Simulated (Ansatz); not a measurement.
Input and command of a plane-wave DFT calculation in Ansatz:

```yaml
crystal:
  lattice:
    - [2.34465, -1.7134, 0.0]
    - [2.34465, 1.7134, 0.0]
    - [-0.86055, 0.0, 5.05944]
  atoms:
    - { symbol: Cu, position: [0.0032, 0.4968, 0.0], spin: 0.7 }
    - { symbol: Cu, position: [0.4968, 0.0032, 0.5], spin: 0.7 }
    - { symbol: O, position: [0.5714, 0.4056, 0.2537], spin: 0.35 }
    - { symbol: O, position: [0.4056, 0.5714, 0.7537], spin: 0.35 }
basis:
  ecutwfc: 500
kpoints:
  mp_grid: { grid: [16, 16, 8] }
hamiltonian:
  xc: r2scan
scf:
  occupations: { method: fermi_dirac, width: 0.5 }
output:
  forces: true
  stress: true
  eigenvalues: true
  populations: true
magnetization:
  spin_polarized: true
```

```bash
ansatz run input.yaml --threads 1 --pin off --max-ram 2560MiB --backend cpu --events-out ev --progress --plain --runs-dir out
```

Processor: Oxide Virtual Turin-like Processor (Zen 5), 1 thread, on a host shared with other jobs.

Task: How long does it run, and how much memory does it take?

Result: About 13 min on 1 thread of Oxide Virtual Turin-like Processor (Zen 5) (shared host), peak memory 1.6 GiB. It solves 35 bands at 554 k points (the mesh reduced by symmetry) with about 1035 plane waves, in 27 SCF iterations.
